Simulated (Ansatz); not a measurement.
# MnO (Fm-3m) in Ansatz: settings compared

The runs below take MnO through band structure, with PBEsol, PBEsol+U.

All numbers are computed with Ansatz 0.2.0; they aren't measurements. Logs are shortened: lines on timing, memory, paths and dates and some standing lists are left out, and cuts for length are marked.

## (1) The crystal as given

It takes space group Fm-3m (No. 225, cubic). The conventional cell has a = 4.448 Å, b = 4.448 Å, c = 4.448 Å, α = 90.00°, β = 90.00°, γ = 90.00°. Around Mn (site symmetry m-3m) lie 6 O at 2.22 Å. O (site symmetry m-3m) has 6 Mn at 2.22 Å as nearest neighbours.

The cell is a database's computed one.

## (2) Band structure, PBEsol, collinear spin, ferromagnetic start

File input.yaml:

```yaml
crystal:
  lattice:
    - [0.0, 2.2239077028, 2.2239077028]
    - [2.2239077028, 0.0, 2.2239077028]
    - [2.2239077028, 2.2239077028, 0.0]
  atoms:
    - { symbol: Mn, position: [0.0, 0.0, 0.0], spin: 4.0 }
    - { symbol: O, position: [0.5, 0.5, 0.5] }
hamiltonian:
  xc: pbesol
  pseudopotentials: { kind: paw }
magnetization:
  spin_polarized: true
kpoints:
  mp_grid: { grid: [10, 10, 10] }
  band_path:
    path:
      - [[0.0, 0.0, 0.0], [0.5, 0.0, 0.5], [0.5, 0.25, 0.75], [0.375, 0.375, 0.75], [0.0, 0.0, 0.0], [0.5, 0.5, 0.5], [0.625, 0.25, 0.625], [0.5, 0.25, 0.75], [0.5, 0.5, 0.5], [0.375, 0.375, 0.75]]
      - [[0.625, 0.25, 0.625], [0.5, 0.0, 0.5]]
    npoints: 14
scf:
  occupations: { method: fermi_dirac, width: 0.05 }
  n_extra_bands: 6
output:
  forces: true
  stress: true
  eigenvalues: true
  fatbands: true
```

Potentials or basis: Ansatz PAW.

Started as:

```bash
ansatz run input.yaml --threads 2 --pin off --max-ram 5632MiB --backend cpu --events-out ev --progress --plain --runs-dir out
```

Output:

```text
Warning: RAYON_NUM_THREADS=2 ignored (pool sized by the plan → 2); use --threads N
scf.n_extra_bands = 6 over 11 filled bands (N_el = 21.0): the run solves 17 bands
Engine: ansatz 0.2.0, aarch64-unknown-linux-gnu
Pseudopotentials: kind: paw
Pseudopotential: Mn, paw, valence charge 15, recommended cutoff 420 eV (normal), Mn.paw.azcp
Pseudopotential: O, paw, valence charge 6, recommended cutoff 420 eV (normal), O.paw.azcp
Functional definition: PBEsol
  exchange = pbesol_x
  correlation = pbesol_c
Crystal: 2 atoms, lattice volume = 21.998 Å³
Basis set: ecut = 420 eV, 411 PW (Γ), exchange–correlation on 48×48×48 points (8 copies of the dense FFT grid, shifted against one another)
Bands: 17, of which v1, the nominal top of the filled ones, is band 11 counted from 1 (10 counted from 0)
Symmetry: 48 space group operations
Space group: Fm-3m (ITA 225), of the structure as read, at distance tolerance 2.8e-5 Å
Magnetic group: BNS 225.116 (UNI 1618), of the structure as read, at distance tolerance 2.8e-5 Å
k-points: 47 of 1000
Non-local potential: Mn, projectors of the file, l = 0: 3, l = 1: 2, l = 2: 3, l = 3: 1
Non-local potential: O, projectors of the file, l = 0: 2, l = 1: 2, l = 2: 1
PAW form: soft (Blöchl's): semilocal exchange-correlation on the pseudo side does not see the compensation charge
PAW frozen core: Mn, regenerated for the run's functional, and the local potential with it (the file was generated under x = pbe(κ = 0.804, μ = 0.2195149727645171), c = pbe(β = 0.06672455060314922))
PAW frozen core: O, regenerated for the run's functional, and the local potential with it (the file was generated under x = pbe(κ = 0.804, μ = 0.2195149727645171), c = pbe(β = 0.06672455060314922))
PAW one-centre angular grid: Mn, 590 points (default); XC on 64 Gauss nodes
PAW one-centre angular grid: O, 110 points (default); XC on 64 Gauss nodes
Initial density: superposition of atomic densities (chi_scale 0.1, normalization cell, long waves kept (reshape's long-wave potential 0.00 eV rms))
Starting moments: Σ|m| = 4 μB on 1 of 2 sites
Initial wavefunctions: pseudopotential atomic-orbital guess
Functional: x = pbesol(κ = 0.804, μ = 0.12345679012345678), c = pbesol(β = 0.046)
SCF iter   1: F=—  HF=-4429.715305 eV  |F-HF|=—  |Δ(HF+E_count)|=         —  Δρ=1.36e-1 (↑1.36e-1 ↓7.18e-2)  dr2=6.54e0  dr2_m=6.50e-1  M=4.436 μB ∫|m|=4.436 μB  β_m=0.30  ethr=3.10e-3  ⟨swp⟩=3.7  Hψ=6498  notcnv=0
Mixer restart at iter 1: flushing history
preconditioner: auto → none  [metal: Δε(μ)=0.016 eV  Ē_g=12.439 eV  σ=0.050 eV  W_gap=0.08  n_scr=8 (ndim 8)  ℏωp=28.5 eV  f_vac=0.000  D(μ)=1.50/eV (n_scr^D=14)  sad-step TF]
SCF iter   2: F=—  HF=-4429.355676 eV  |F-HF|=—  |Δ(HF+E_count)|=   3.60e-1  Δρ=7.86e-2 (↑7.86e-2 ↓3.29e-2)  dr2=1.15e0  dr2_m=4.56e-1  M=4.670 μB ∫|m|=4.670 μB  β_m=0.43  ethr=3.10e-3  ⟨swp⟩=3.0  Hψ=3773  notcnv=0  defer=51
SCF iter   3: F=—  HF=-4429.319734 eV  |F-HF|=—  |Δ(HF+E_count)|=   3.59e-2  Δρ=1.82e-2 (↑1.82e-2 ↓1.80e-2)  dr2=1.67e-1  dr2_m=2.83e-2  M=4.659 μB ∫|m|=4.659 μB  β_m=0.47  ethr=3.10e-3  ⟨swp⟩=2.7  Hψ=3096  notcnv=0  defer=89
SCF iter   4: F=—  HF=-4429.267726 eV  |F-HF|=—  |Δ(HF+E_count)|=         —  Δρ=5.69e-3 (↑5.44e-3 ↓5.69e-3)  dr2=9.99e-3  dr2_m=3.37e-3  M=4.697 μB ∫|m|=4.697 μB  β_m=0.47  ethr=7.95e-4  ⟨swp⟩=2.3  Hψ=2760  notcnv=0  defer=92
Mixer restart at iter 4: flushing history
SCF iter   5: F=—  HF=-4429.282485 eV  |F-HF|=—  |Δ(HF+E_count)|=   1.48e-2  Δρ=5.50e-3 (↑5.50e-3 ↓4.31e-3)  dr2=6.50e-3  dr2_m=2.06e-3  M=4.726 μB ∫|m|=4.726 μB  β_m=0.59  ethr=4.76e-5  ⟨swp⟩=2.1  Hψ=2575  notcnv=0  defer=92
SCF iter   6: F=—  HF=-4429.301300 eV  |F-HF|=—  |Δ(HF+E_count)|=   1.88e-2  Δρ=3.56e-3 (↑3.56e-3 ↓2.95e-3)  dr2=5.94e-4  dr2_m=1.98e-3  M=4.746 μB ∫|m|=4.746 μB  β_m=0.76  ethr=3.10e-5  ⟨swp⟩=2.0  Hψ=2815  notcnv=0  defer=92
SCF iter   7: F=—  HF=-4429.307216 eV  |F-HF|=—  |Δ(HF+E_count)|=   5.92e-3  Δρ=2.16e-3 (↑1.26e-3 ↓2.16e-3)  dr2=1.72e-3  dr2_m=1.74e-4  M=4.755 μB ∫|m|=4.755 μB  β_m=0.88  ethr=2.83e-6  ⟨swp⟩=2.0  Hψ=3078  notcnv=0  defer=92
SCF iter   8: F=—  HF=-4429.308646 eV  |F-HF|=—  |Δ(HF+E_count)|=   1.43e-3  Δρ=2.04e-3 (↑2.04e-3 ↓6.79e-4)  dr2=5.61e-4  dr2_m=2.57e-4  M=4.769 μB ∫|m|=4.769 μB  β_m=0.71  ethr=2.83e-6  ⟨swp⟩=2.0  Hψ=3059  notcnv=0  defer=93
SCF iter   9: F=—  HF=-4429.308425 eV  |F-HF|=—  |Δ(HF+E_count)|=   2.21e-4  Δρ=2.27e-4 (↑2.27e-4 ↓5.45e-5)  dr2=5.48e-6  dr2_m=3.68e-6  M=4.766 μB ∫|m|=4.766 μB  β_m=0.86  ethr=2.67e-6  ⟨swp⟩=2.1  Hψ=2507  notcnv=0  defer=93
SCF iter  10: F=—  HF=-4429.308427 eV  |F-HF|=—  |Δ(HF+E_count)|=   2.03e-6  Δρ=2.89e-5 (↑2.89e-5 ↓2.79e-5)  dr2=2.16e-7  dr2_m=1.18e-7  M=4.766 μB ∫|m|=4.766 μB  β_m=0.80  ethr=2.61e-8  ⟨swp⟩=2.2  Hψ=2315  notcnv=0  defer=93
SCF iter  11: F=—  HF=-4429.308427 eV  |F-HF|=—  |Δ(HF+E_count)|=   8.00e-8  Δρ=2.63e-6 (↑1.50e-6 ↓2.63e-6)  dr2=6.50e-10  dr2_m=6.58e-10  M=4.766 μB ∫|m|=4.766 μB  β_m=0.90  ethr=1.03e-9  ⟨swp⟩=2.0  Hψ=2197  notcnv=0  defer=93
SCF iter  12: F=-4429.308427 eV  HF=-4429.308427 eV  |F-HF|=5.91e-11  |Δ(HF+E_count)|=   1.14e-9  Δρ=7.32e-7 (↑7.32e-7 ↓3.93e-7)  dr2=8.65e-11  dr2_m=4.76e-11  M=4.766 μB ∫|m|=4.766 μB  ethr=3.09e-12  ⟨swp⟩=3.4  Hψ=5582  notcnv=0
SCF 1 converged in 12 iterations: F = -4429.308427 eV  dr2 = 8.65e-11
NSCF: frozen V_eff on 142 k-points
SCF converged after 12 iterations
Magnetization: 4.7661 μB (12.8830 up, 8.1170 down)
Absolute magnetization: 4.7661 μB (∫|ρ↑−ρ↓|, with the PAW one-centre terms)
Spin contamination: 0.0109 ħ² per cell (⟨S²⟩ above its minimum at these occupations)
Per-site moments (μB) at R_I (Å): [(4.032826922963333, 0.9173619274050001), (0.23152794712563302, 0.9173619274050001)]
Free energy (F): -4429.308427 eV
Harris-Foulkes:  -4429.308427 eV  (|F-HF|=5.91e-11)
Internal energy: -4429.299583 eV  (E = F + TS)
E sigma→0 (E₀):  -4429.304005 eV
Entropy (-TS):   -0.008844 eV (-4.422 meV/atom)
Fermi energy:    13.244115 eV
--- Per-component energies (eV) ---
  E_band       = -249.513814
  E_kinetic    = 473.000916
  E_local      = -2230.899773  (includes V_loc(G=0)·N_el)
  E_nonlocal   = 303.845237
  E_hartree    = 891.637541
  E_xc         = -182.453835
  E_vxc        = -234.269266  (∫ρ·V_xc dr)
  E_paw        = -1430.065060  (= ΣΔE_a)
  E_vpaw       = -344.468649  (= ΣTr[D̂ρ^β])
  E_aug_tail   = 0.002377  (compensation charges beyond the density's cutoff)
  E_ewald      = -2254.571925
  E_core_change = 0.204938  (= ΣΔE_core)
  E_smearing   = -0.008844  (= −TS)
  E_closure    = 0.000000  (closes the sum)
  Σ components = -4429.308427   (vs F -4429.308427, Δ=0.00e0)
--- Forces (eV/Å), atoms counted from 1 ---
  atom   1  Mn    -0.00000000     0.00000000     0.00000000
  atom   2  O      0.00000000     0.00000000    -0.00000000
  max |Σ_I F_I| component: 2.93e-29 eV/Å
--- Stress (GPa, compression-positive) ---
       -7.164771       0.000000       0.000000
        0.000000      -7.164771      -0.000000
       -0.000000       0.000000      -7.164771
  P = ⅓ Tr σ = -7.1648 GPa (-71.648 kbar)
--- Band table (eV; the first three rows and the last of 94) ---
  k-point 0 ↑: bands = ["-68.0647", "-36.9254", "-36.9254", "-36.9254", "-6.9966", "9.4443", "9.4443", "9.4443", "10.0398", "10.0398", "10.0398", "10.5673", "10.5673", "12.5969", "26.9644", "29.2910", "29.2910"]
  k-point 1 ↑: bands = ["-68.0641", "-36.9317", "-36.9262", "-36.9262", "-6.9099", "8.5654", "8.9110", "8.9110", "10.1576", "10.1576", "10.2895", "11.1083", "11.1083", "13.3026", "25.8709", "28.9393", "28.9393"]
  k-point 2 ↑: bands = ["-68.0624", "-36.9481", "-36.9283", "-36.9283", "-6.6740", "7.2206", "8.1811", "8.1811", "10.3719", "10.3719", "10.5467", "11.9654", "11.9654", "14.6167", "23.9115", "27.7396", "27.7396"]
  k-point 46 ↓: bands = ["-63.3618", "-32.3689", "-32.3555", "-32.3415", "-5.4994", "7.2392", "7.8120", "8.0594", "13.9652", "14.9279", "15.3748", "15.6483", "16.0842", "21.6559", "22.3831", "23.2597", "25.9023"]
```

Wall time 3.3 s (2 threads of Arm Neoverse V2, shared host); peak memory 0.3 GiB.

Results:

| Quantity | Value |
| --- | --- |
| Free energy | -4429.3084 eV |
| Pressure | -7.2 GPa |
| Band gap on the k mesh | none (metal or under the smearing width) |
| Net moment | 4.77 μB per cell |
| Absolute moment | 4.77 μB per cell |
| Site moments | Mn +4.03; O +0.23 μB |

Levels at the corners of the path, in eV from the Fermi level:
Spin up:
```tsv
point	band 10	band 11	band 12	band 13	band 14	band 15	band 16	band 17
Γ	-3.20	-3.20	-2.68	-2.68	-0.65	13.72	16.05	16.05
X	-2.24	-2.01	-2.01	-1.89	4.87	7.66	10.21	13.43
W	-2.42	-2.01	-1.97	-0.93	6.88	8.10	8.10	10.75
K	-2.16	-1.94	-1.63	-0.96	6.24	7.76	7.97	12.98
Γ	-3.20	-3.20	-2.68	-2.68	-0.65	13.72	16.05	16.05
L	-2.29	-1.86	0.22	0.22	3.30	7.61	11.65	11.65
U	-2.16	-1.94	-1.63	-0.96	6.24	7.76	7.97	12.98
W	-2.42	-2.01	-1.97	-0.93	6.88	8.10	8.10	10.75
L	-2.29	-1.86	0.22	0.22	3.30	7.61	11.65	11.65
K	-2.16	-1.94	-1.63	-0.96	6.24	7.76	7.97	12.98
U	-2.16	-1.94	-1.63	-0.96	6.24	7.76	7.97	12.98
X	-2.24	-2.01	-2.01	-1.89	4.87	7.66	10.21	13.43
```
Spin down:
| point | band 4 | band 5 | band 6 | band 7 | band 8 | band 9 | band 10 | band 11 | band 12 | band 13 |
| --- | --- | --- | --- | --- | --- | --- | --- | --- | --- | --- |
| Γ | -45.56 | -19.77 | -3.37 | -3.37 | -3.37 | 0.66 | 0.71 | 0.71 | 0.71 | 1.35 |
| X | -45.58 | -18.83 | -6.47 | -4.36 | -4.36 | -0.90 | 1.95 | 2.15 | 2.40 | 2.40 |
| W | -45.59 | -18.73 | -5.74 | -5.74 | -5.26 | 1.24 | 1.24 | 2.14 | 2.40 | 2.90 |
| K | -45.58 | -18.76 | -6.12 | -5.75 | -4.67 | 0.39 | 2.15 | 2.19 | 2.35 | 2.81 |
| Γ | -45.56 | -19.77 | -3.37 | -3.37 | -3.37 | 0.66 | 0.71 | 0.71 | 0.71 | 1.35 |
| L | -45.56 | -18.79 | -7.44 | -4.87 | -4.87 | 1.91 | 1.96 | 1.96 | 3.64 | 3.64 |
| U | -45.58 | -18.76 | -6.12 | -5.75 | -4.67 | 0.39 | 2.15 | 2.19 | 2.35 | 2.81 |
| W | -45.59 | -18.73 | -5.74 | -5.74 | -5.26 | 1.24 | 1.24 | 2.14 | 2.40 | 2.90 |
| L | -45.56 | -18.79 | -7.44 | -4.87 | -4.87 | 1.91 | 1.96 | 1.96 | 3.64 | 3.64 |
| K | -45.58 | -18.76 | -6.12 | -5.75 | -4.67 | 0.39 | 2.15 | 2.19 | 2.35 | 2.81 |
| U | -45.58 | -18.76 | -6.12 | -5.75 | -4.67 | 0.39 | 2.15 | 2.19 | 2.35 | 2.81 |
| X | -45.58 | -18.83 | -6.47 | -4.36 | -4.36 | -0.90 | 1.95 | 2.15 | 2.40 | 2.40 |

Caveat: the pressure holds a Pulay correction of +0.6 GPa for the finite cutoff; a cell with one magnetic atom can't hold antiferromagnetic order, which such compounds often take; semilocal functionals often make such compounds metallic where correlation or magnetic order opens a gap, which also shifts bond lengths; the PAW data sets come from PBE, with cores solved anew for the run's functional, which leaves a small shift of forces and pressure. With open d or f shells a metallic result of PBEsol can be an artefact of self-interaction; +U or a hybrid may open a gap.

## (3) Band structure, PBEsol+U, collinear spin, ferromagnetic start

Changes to input.yaml since step 2:

```diff
@@ -11,2 +11,3 @@
   pseudopotentials: { kind: paw }
+  hubbard: { sites: [{ species: Mn, l: d, u_eff: 1.0 }] }
 magnetization:
@@ -27,2 +28,6 @@
   eigenvalues: true
-  fatbands: true
+  fatbands: false
+  write_density: true
+  write_potential: true
+  elf: true
+  volumetric_format: npy
```

Potentials or basis: Ansatz PAW.

Started as:

```bash
ansatz run input.yaml --threads 2 --pin off --max-ram 5632MiB --backend cpu --events-out ev --progress --plain --runs-dir out
```

Run time: 3.3 s. Hardware: 2 threads of Arm Neoverse V2, shared host; peak memory 0.32 GiB.

It converged, with:

```yaml
Free_energy: -4429.0880 eV
Pressure: -2.1 GPa
Band_gap_on_the_k_mesh: none (metal or under the smearing width)
Net_moment: 4.95 μB per cell
Absolute_moment: 4.95 μB per cell
Site_moments: Mn +4.17; O +0.24 μB
```

Levels at the corners of the path, in eV from the Fermi level:
Spin up:
| point | band 9 | band 10 | band 11 | band 12 | band 13 | band 14 | band 15 | band 16 | band 17 |
| --- | --- | --- | --- | --- | --- | --- | --- | --- | --- |
| Γ | -3.61 | -3.61 | -3.61 | -3.18 | -3.18 | -0.60 | 13.71 | 16.07 | 16.07 |
| X | -4.69 | -2.74 | -2.54 | -2.54 | -2.33 | 4.88 | 7.77 | 10.21 | 13.49 |
| W | -2.80 | -2.80 | -2.54 | -2.43 | -1.24 | 6.93 | 8.17 | 8.17 | 10.78 |
| K | -3.47 | -2.69 | -2.38 | -2.02 | -1.25 | 6.27 | 7.85 | 8.01 | 13.03 |
| Γ | -3.61 | -3.61 | -3.61 | -3.18 | -3.18 | -0.60 | 13.71 | 16.07 | 16.07 |
| L | -2.81 | -2.81 | -2.24 | 0.03 | 0.03 | 3.32 | 7.71 | 11.66 | 11.66 |
| U | -3.47 | -2.69 | -2.38 | -2.02 | -1.25 | 6.27 | 7.85 | 8.01 | 13.03 |
| W | -2.80 | -2.80 | -2.54 | -2.43 | -1.24 | 6.93 | 8.17 | 8.17 | 10.78 |
| L | -2.81 | -2.81 | -2.24 | 0.03 | 0.03 | 3.32 | 7.71 | 11.66 | 11.66 |
| K | -3.47 | -2.69 | -2.38 | -2.02 | -1.25 | 6.27 | 7.85 | 8.01 | 13.03 |
| U | -3.47 | -2.69 | -2.38 | -2.02 | -1.25 | 6.27 | 7.85 | 8.01 | 13.03 |
| X | -4.69 | -2.74 | -2.54 | -2.54 | -2.33 | 4.88 | 7.77 | 10.21 | 13.49 |
Spin down:
| point | band 6 | band 7 | band 8 | band 9 | band 10 | band 11 |
| --- | --- | --- | --- | --- | --- | --- |
| Γ | -3.17 | -3.17 | -3.17 | 0.80 | 1.28 | 1.28 |
| X | -6.31 | -4.17 | -4.17 | -0.35 | 2.48 | 2.65 |
| W | -5.54 | -5.54 | -5.04 | 1.79 | 1.79 | 2.65 |
| K | -5.93 | -5.54 | -4.44 | 0.93 | 2.71 | 2.78 |
| Γ | -3.17 | -3.17 | -3.17 | 0.80 | 1.28 | 1.28 |
| L | -7.23 | -4.61 | -4.61 | 2.45 | 2.54 | 2.54 |
| U | -5.93 | -5.54 | -4.44 | 0.93 | 2.71 | 2.78 |
| W | -5.54 | -5.54 | -5.04 | 1.79 | 1.79 | 2.65 |
| L | -7.23 | -4.61 | -4.61 | 2.45 | 2.54 | 2.54 |
| K | -5.93 | -5.54 | -4.44 | 0.93 | 2.71 | 2.78 |
| U | -5.93 | -5.54 | -4.44 | 0.93 | 2.71 | 2.78 |
| X | -6.31 | -4.17 | -4.17 | -0.35 | 2.48 | 2.65 |

Eigenvalues of the final occupation matrices:
| site | spin | trace | eigenvalues |
| --- | --- | --- | --- |
| site 1 | 1 | 4.96 | 0.98 0.98 1.00 1.00 1.00 |
| site 1 | 2 | 0.36 | 0.05 0.05 0.05 0.11 0.11 |

Caveat: the magnetic or orbital state may not be the lowest; the pressure holds a Pulay correction of +0.6 GPa for the finite cutoff; a cell with one magnetic atom can't hold antiferromagnetic order, which such compounds often take; the PAW data sets come from PBE, with cores solved anew for the run's functional, which leaves a small shift of forces and pressure. The state reached can hang on the start; a lower one may exist.
